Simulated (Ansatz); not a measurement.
# C: the cost of one run

Computed with Ansatz 0.2.0 (DFT PBE, scalar-relativistic, plane waves, PAW, unless a step's input says otherwise).

### Step 1. The system as given

Symmetry: Cmce, No. 64, orthorhombic system. The conventional cell has a = 3.784 Å, b = 6.413 Å, c = 3.789 Å, α = 90.00°, β = 90.00°, γ = 90.00°. C (site symmetry m) is surrounded by 7 C at 2.04 to 2.34 Å.

As a file:

```cif
data_structure
_symmetry_space_group_name_H-M 'Cmce'
_symmetry_Int_Tables_number 64
_cell_length_a 3.7839
_cell_length_b 6.4130
_cell_length_c 3.7889
_cell_angle_alpha 90.000
_cell_angle_beta 90.000
_cell_angle_gamma 90.000
_cell_volume 91.94
loop_
_atom_site_label
_atom_site_type_symbol
_atom_site_symmetry_multiplicity
_atom_site_Wyckoff_symbol
_atom_site_fract_x
_atom_site_fract_y
_atom_site_fract_z
_atom_site_occupancy
C1 C 8 f 0.50000 0.34750 0.07850 1
```

This is candidate A: alpha-gallium type (Cmce, No. 64).

(A quick probe on a coarse mesh, which set the mesh and smearing, is not shown.)

### Step 3. A loose first relaxation (candidate A)

input.yaml reads:

```yaml
crystal:
  lattice:
    - [1.8919426155, -3.2064918765, 0.0]
    - [1.8919426155, 3.2064918765, 0.0]
    - [0.0, 0.0, 3.7889184435]
  atoms:
    - { symbol: C, position: [0.1525, 0.8475, 0.0785] }
    - { symbol: C, position: [0.6525, 0.3475, 0.4215] }
    - { symbol: C, position: [0.8475, 0.1525, 0.9215] }
    - { symbol: C, position: [0.3475, 0.6525, 0.5785] }
basis:
  ecutwfc: 420
kpoints:
  mp_grid: { grid: [6, 6, 4] }
hamiltonian:
  xc: pbe
scf:
  occupations: { method: gaussian, width: 0.1 }
  lower_state_search: "off"
output:
  forces: true
  stress: true
  eigenvalues: true
relax:
  adjacent_minimum: "off"
  f_tol: 0.04
  max_steps: 70
  cell: { stress_tol: 0.4 }
```

Q: Estimate wall time and peak memory on 1 thread of an x86-64 CPU, shared host.

About 20 s, with a peak of 0.43 GiB.
